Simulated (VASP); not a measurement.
Write the native input for VASP 6.6.1 that does the following.

```
Task                   : single point
Functional             : PBE
Potentials or basis    : VASP PAW PBE potentials, release 64 (Cd, O_h)
Cutoff                 : 900 eV
k mesh                 : 12 × 12 × 12
Occupations            : gaussian, width 0.02 eV
Spin                   : no spin polarisation
Further INCAR settings : ALGO = Normal; EDIFF = 1e-07; NBANDS = 16
```

The structure of CdO lies in POSCAR:

```
CdO                                     
1.0
    0.0000000000      2.4128250012      2.4128250012
    2.4128250012      0.0000000000      2.4128250012
    2.4128250012      2.4128250012      0.0000000000
  Cd              O             
     1     1
Direct
     0.0000000000000000    0.0000000000000000    0.0000000000000000
     0.5000000000000000    0.5000000000000000    0.5000000000000000
```

The cell isn't the ideal one: a relaxed cell with its volume scaled by 1.03.

One way to write it, as run:

INCAR

```
SYSTEM = CdO
PREC = Accurate ; ENCUT = 900
EDIFF = 1E-7 ; ISMEAR = 0
SIGMA = 0.02 ; LREAL = .FALSE.
LASPH = .TRUE. ; NELM = 100
ALGO = Normal ; ISIF = 2
LWAVE = .FALSE. ; LCHARG = .FALSE.
GGA = PE ; NBANDS = 16
```

KPOINTS

```
regular mesh
0
G
  12 12 12
  0 0 0
```

Potentials or basis: VASP PAW PBE potentials, release 64 (Cd, O_h).

Launch:

```console
$ cat potpaw_PBE.64/Cd/POTCAR potpaw_PBE.64/O_h/POTCAR > POTCAR
$ mpirun -np 1 vasp_std > vasp.out
```

It gave:

```yaml
Pressure: -3.5 GPa
Band_gap_on_the_k_mesh: none (metal or under the smearing width)
```

Caveat: the cutoff is under 1.25 times the usual one of these potentials, so pressure, stress and relaxed cells hold a basis-set (Pulay) error.

Run time: 30 s on 1 thread of Intel(R) Xeon(R) 6975P-C (Granite Rapids), with other jobs on the host, peak memory 0.24 GiB.
